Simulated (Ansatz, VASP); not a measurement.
One calculation of BN, two programs

INCAR

```
ALGO = Normal
EDIFF = 1E-7
ENCUT = 520
GGA = PE
ISIF = 2
ISMEAR = -1
LASPH = T
LCHARG = F
LREAL = F
LWAVE = F
NBANDS = 11
NELM = 100
PREC = Accurate
SIGMA = 0.05
```

File KPOINTS:

```
k-points
0
Gamma
  13 13 13
```

File POSCAR:

```
BN
1.0
    0.0000000000      3.4953158300      2.1660912400
    1.2516321000      0.0000000000      2.1660912400
    1.2516321000      3.4953158300      0.0000000000
N B
1 1
Direct
    0.6666513400      0.6666513400      0.3333486600
    0.0000486500      0.0000486500      0.9999513500
```

Contents of input.yaml:

```yaml
crystal:
  lattice:
    - [0.0, 3.49531583, 2.16609124]
    - [1.2516321, 0.0, 2.16609124]
    - [1.2516321, 3.49531583, 0.0]
  atoms:
    - { symbol: "N", position: [0.66665134, 0.66665134, 0.33334866] }
    - { symbol: B, position: [4.865e-05, 4.865e-05, 0.99995135] }
kpoints:
  mp_grid: { grid: [13, 13, 13] }
scf:
  occupations: { method: fermi_dirac, width: 0.05 }
hamiltonian:
  xc: pbe
  pseudopotentials: { kind: all_electron, lapw: { basis_error: 0.0005 } }
output:
  forces: true
  stress: true
  eigenvalues: true
```

Alike in both runs: task single point; functional PBE; k mesh 13 × 13 × 13; occupations fermi-dirac, width 0.05 eV; no spin polarisation.

|  | VASP | Ansatz |
| --- | --- | --- |
| version | VASP 6.6.1 | Ansatz 0.2.0 |
| potentials or method | VASP PAW PBE potentials, release 64 (N, B) | all-electron LAPW, scalar-relativistic |
| plane-wave cutoff (eV) | 520 | see its input |

```csv
,VASP,Ansatz,Ansatz less VASP
gap on the k mesh at the Fermi level (eV),3.90,3.90,+0.001
least direct gap on the mesh (eV),4.65,4.65,-0.001
pressure (GPa),3.3,3.2,-0.10
largest component of the traceless stress (GPa),1.70,1.45,-0.246
rms of the force components (eV/Å),0.006,0.006,-0.0001
```

Atom by atom the forces differ by 0.000 eV/Å (rms over components). Ansatz ran all-electron here, so the differences hold the error of VASP's frozen core and of both bases.

Caveats: an odd mesh through Γ misses points on the zone boundary, where band edges often lie. PBE gaps usually lie below the measured ones, often by a third to a half.
